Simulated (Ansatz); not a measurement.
SnSe: single point with PBE

SnSe:

```
CELL_PARAMETERS angstrom
0.00000 3.01000 3.01000
3.01000 0.00000 3.01000
3.01000 3.01000 0.00000
ATOMIC_POSITIONS crystal
Sn 0.00000 0.00000 0.00000
Se 0.50000 0.50000 0.50000
```

Measurements of this composition are mostly on another form, of space group No. 62.

```json
{"Program": "Ansatz 0.2.0", "Task": "single point", "Functional": "PBE", "Potentials or basis": "Ansatz PAW", "Cutoff": "420 eV (not typed: the program's choice for these potentials)", "k mesh": "8 × 8 × 8", "Occupations": "gaussian, width 0.019 eV", "Spin": "no spin polarisation"}
```

| Quantity | Value |
| --- | --- |
| Pressure | 0.9 GPa |
| Band gap on the k mesh | 0.58 eV, direct |

Levels at points of the mesh, in eV from the valence-band top:
```
             k point  band 11  band 12  band 13  band 14  band 15  band 16  band 17  band 18  band 19
  (0.00, 0.00, 0.00)   -13.87    -5.07    -2.19    -2.19    -2.19     4.32     4.32     4.32     5.87
 (0.00, 0.00, -0.50)   -12.94    -8.04    -1.94    -1.94     0.00     0.58     1.26     1.26     8.25
(0.00, -0.50, -0.50)   -12.66    -6.00    -5.46    -3.63    -3.63     3.03     5.35     5.35     5.97
```

It took 1.1 s on 2 threads of Arm Neoverse V1 (shared host), peak memory 0.33 GiB.

Caveat: spin-orbit coupling is left out, which moves the levels of the heavy elements. A k mesh can miss the band edges.
